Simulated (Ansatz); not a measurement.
# TePb: a listed cell, distorted in several ways

How do energy, forces, pressure and gap of TePb change under moves of single atoms, random distortions, swapped elements, distortions that keep the symmetry, other functionals? Each case is one self-consistent run.

Computed with Ansatz 0.2.0 (DFT PBEsol, scalar-relativistic, plane waves, PAW, unless a step's input says otherwise).

## 1. The structure to begin with

The structure is cubic, space group Pm-3m (No. 221). The conventional cell has a = 4.002 Å, b = 4.002 Å, c = 4.002 Å, α = 90.00°, β = 90.00°, γ = 90.00°. Te (site symmetry m-3m) is surrounded by 8 Pb at 3.47 Å. Pb (site symmetry m-3m) is surrounded by 8 Te at 3.47 Å.

Structure file:

```
Te Pb
1.0
     4.00229    0.00000    0.00000
     0.00000    4.00229    0.00000
     0.00000    0.00000    4.00229
Te Pb
1 1
Cartesian
  2.0011 2.0011 2.0011
  0.0000 0.0000 0.0000
```

The structure comes from the Materials Project (structure only).

## 2. Random moves and strain, cell strained

The change: strain xx, yy, zz, yz, xz, xy = +0.5, -3.4, -1.3, -1.0, -1.3, +0.0 %; atoms moved by 0.06 Å root mean square, at most 0.06 Å.

Input file input.yaml:

```yaml
crystal:
  lattice:
    - [4.0209776803, 0.0007204117, -0.052029731]
    - [0.0007204117, 3.8647684187, -0.04002287]
    - [-0.052029731, -0.04002287, 3.9487363999]
  atoms:
    - { symbol: Te, position: [0.4873922085, 0.5058616486, 0.4943957043] }
    - { symbol: Pb, position: [0.0126077915, -0.0058616486, 0.0056042957] }
basis:
  ecutwfc: 420
kpoints:
  mp_grid: { grid: [10, 10, 10] }
hamiltonian:
  xc: pbesol
scf:
  occupations: { method: gaussian, width: 0.1 }
output:
  forces: true
  stress: true
  eigenvalues: true
  populations: true
```

The run is started by

```
$ ansatz run input.yaml --threads 1 --pin off --max-ram 1331MiB --backend cpu --events-out ev --progress --plain --runs-dir out
```

## 3. Functional and cell changed: PBE

Input file input.yaml:

```yaml
crystal:
  lattice:
    - [3.8913035815, 0.0, 0.0]
    - [0.0, 3.8913035815, 0.0]
    - [0.0, 0.0, 3.8913035815]
  atoms:
    - { symbol: Te, position: [0.5, 0.5, 0.5] }
    - { symbol: Pb, position: [0.0, 0.0, 0.0] }
basis:
  ecutwfc: 420
kpoints:
  mp_grid: { grid: [10, 10, 10] }
hamiltonian:
  xc: pbe
scf:
  occupations: { method: gaussian, width: 0.1 }
output:
  forces: true
  stress: true
  eigenvalues: true
```

## 4. One element swapped, cell strained: Te → O, first probe

Input file input.yaml:

```yaml
crystal:
  lattice:
    - [3.3830704047, 0.0, 0.0]
    - [0.0, 3.3830704047, 0.0]
    - [0.0, 0.0, 3.3830704047]
  atoms:
    - { symbol: O, position: [0.5, 0.5, 0.5] }
    - { symbol: Pb, position: [0.0, 0.0, 0.0] }
basis:
  ecutwfc: 420
kpoints:
  mp_grid: { grid: [6, 6, 6] }
hamiltonian:
  xc: pbesol
scf:
  occupations: { method: gaussian, width: 0.1 }
output:
  forces: true
  stress: true
  eigenvalues: true
```

## 5. Substitution of an element, cell strained: Te → O

input.yaml, as its differences from that of step 4:

```diff
@@ -11,3 +11,3 @@
 kpoints:
-  mp_grid: { grid: [6, 6, 6] }
+  mp_grid: { grid: [10, 10, 10] }
 hamiltonian:
@@ -15,3 +15,3 @@
 scf:
-  occupations: { method: gaussian, width: 0.1 }
+  occupations: { method: gaussian, width: 0.01 }
 output:
@@ -20 +20,2 @@
   eigenvalues: true
+  populations: true
```

## 6. One atom moved

Input file input.yaml:

```yaml
crystal:
  lattice:
    - [4.002287, 0.0, 0.0]
    - [0.0, 4.002287, 0.0]
    - [0.0, 0.0, 4.002287]
  atoms:
    - { symbol: Te, position: [0.5374785716, 0.5, 0.5] }
    - { symbol: Pb, position: [0.0, 0.0, 0.0] }
basis:
  ecutwfc: 420
kpoints:
  mp_grid: { grid: [10, 10, 10] }
hamiltonian:
  xc: pbesol
scf:
  occupations: { method: gaussian, width: 0.1 }
output:
  forces: true
  stress: true
  eigenvalues: true
```

## 7. One atom moved

input.yaml, as its differences from that of step 6:

```diff
@@ -6,3 +6,3 @@
   atoms:
-    - { symbol: Te, position: [0.5374785716, 0.5, 0.5] }
+    - { symbol: Te, position: [0.5092697, 0.4959997871, 0.5049521686] }
     - { symbol: Pb, position: [0.0, 0.0, 0.0] }
```

## 8. A change within the space group

Input file input.yaml:

```yaml
crystal:
  lattice:
    - [3.946254982, 0.0, 0.0]
    - [0.0, 3.946254982, 0.0]
    - [0.0, 0.0, 3.946254982]
  atoms:
    - { symbol: Te, position: [0.5, 0.5, 0.5] }
    - { symbol: Pb, position: [0.0, 0.0, 0.0] }
basis:
  ecutwfc: 420
kpoints:
  mp_grid: { grid: [10, 10, 10] }
hamiltonian:
  xc: pbesol
scf:
  occupations: { method: gaussian, width: 0.1 }
output:
  forces: true
  stress: true
  eigenvalues: true
```

What does the calculation give? Wanted: for each run, case; energy; pressure; largest force.

The runs gave:

| step | case | energy (meV/atom) | pressure (GPa) | largest force (eV/Å) | gap on the mesh (eV) |
| --- | --- | --- | --- | --- | --- |
| 2 | random moves and strain, cell strained | +0.0 | -1.0 | 0.01 | 0.00 |
| 3 | functional and cell changed: PBE | n/a | 3.7 | 0.00 | 0.00 |
| 5 | substitution of an element, cell strained: Te → O | n/a | -13.6 | 0.00 | 0.20 |
| 6 | one atom moved | +12.5 | -2.7 | 0.07 | 0.00 |
| 7 | one atom moved | +15.0 | -2.9 | 0.02 | 0.00 |
| 8 | a change within the space group | -2.0 | -1.3 | 0.00 | 0.00 |

Energies are counted from step 2, with the smearing taken to zero. Other atoms or functionals have another zero of energy (n/a). A gap of 0.00 means none on the mesh at this level.

Among the distorted cells of the listed formula and level the largest force, 0.07 eV/Å, comes in step 6, shared by 2 atoms. The distorted cells of the listed formula and level show no gap on the mesh. These runs have no spin-orbit coupling; with Pb, Te it would split and shift bands.
